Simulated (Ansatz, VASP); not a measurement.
## W: VASP beside Ansatz

```
CELL_PARAMETERS angstrom
-1.59730 1.59730 1.59730
1.59730 -1.59730 1.59730
1.59730 1.59730 -1.59730
ATOMIC_POSITIONS crystal
W 0.00000 0.00000 0.00000
```

Alike in both runs: task single point; functional LDA; k mesh 20 × 20 × 20; occupations gaussian, width 0.15 eV; no spin polarisation.

```csv
,VASP,Ansatz
version,VASP 6.6.1,Ansatz 0.2.0
potentials or method,"VASP PAW LDA potentials, release 64 (W_sv)","scalar-relativistic, plane waves, PAW"
plane-wave cutoff (eV),520,420
valence electrons in the cell,14,14
```

VASP gave:

```
gap on the k mesh at the Fermi level (eV) : none
pressure (GPa)                            : -15.2
```

Q: Estimate Ansatz's values.

A: gap on the k mesh at the Fermi level (eV): none; pressure (GPa): -16.8.

A gap of «none» marks a metal or a gap that the smearing closes.

Caveats: so large a pressure means that the cell lies far from this level's equilibrium, or that cutoff or potentials fall short (VASP). Spin-orbit coupling is left out, which matters for the levels of W.
